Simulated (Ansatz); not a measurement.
Program: Ansatz. Geometries: PBE0-D4/def2-TZVP. ΔE: electronic, gas phase. CCSD(T)/CBS is the MP2 limit (def2-TZVPP, def2-QZVPP) plus CCSD(T) − MP2 in def2-TZVPP, frozen cores. DFT in def2-TZVPP. Each species was taken in one conformer, which may not be the lowest.

Consider the substitution at a C–C bond: `CCCCO` + `FCSS` → `CSSCF` + `CCCO`.

`CCCCO`:

```xyz
15

C    -1.592    0.564    1.329
C    -0.389   -0.243    0.874
C     0.098    0.150   -0.511
C     1.306   -0.648   -0.959
O     1.731   -0.329   -2.268
H    -1.359    1.632    1.367
H    -1.926    0.261    2.324
H    -2.434    0.436    0.643
H     0.428   -0.123    1.595
H    -0.640   -1.310    0.877
H     0.350    1.219   -0.517
H    -0.704    0.016   -1.245
H     1.063   -1.714   -0.979
H     2.126   -0.519   -0.237
H     1.944    0.607   -2.294
```

`FCSS`:

```xyz
7

F    -0.349   -0.939   -1.294
C    -0.406    0.340   -0.800
S     0.978    0.735    0.263
S     0.486   -0.210    2.004
H    -0.351    1.044   -1.637
H    -1.342    0.458   -0.252
H     0.984   -1.428    1.715
```

`CSSCF`:

```xyz
10

C     0.199   -1.823    0.201
S     1.280   -0.648   -0.641
S    -0.026    0.699   -1.420
C    -0.282    1.838   -0.063
F    -1.126    1.338    0.902
H    -0.317   -1.347    1.032
H    -0.516   -2.252   -0.499
H     0.853   -2.612    0.578
H     0.674    2.073    0.406
H    -0.739    2.734   -0.495
```

`CCCO`:

```xyz
12

C    -0.941   -1.010    0.647
C    -0.449    0.322    0.107
C     0.897    0.203   -0.579
O     1.349    1.418   -1.137
H    -0.239   -1.429    1.373
H    -1.907   -0.906    1.144
H    -1.059   -1.741   -0.157
H    -0.369    1.047    0.927
H    -1.168    0.736   -0.606
H     1.638   -0.207    0.124
H     0.829   -0.499   -1.415
H     1.419    2.066   -0.431
```

```
         level  ΔE (kJ/mol)
     r2SCAN-D4         -9.0
MP2/def2-QZVPP         -7.7
```

(1) What does CCSD(T)/CBS give? (Estimate.)

Largest T1 diagnostic among the species: 0.012.

Results:

(1) Computed: -5.4 kJ/mol. The listed levels differ from it by -3.6, -2.3 kJ/mol.

CCSD(T)/CBS has its own doubt, a few kJ/mol and more with outer-core shells, so smaller differences from it don't rank the levels.
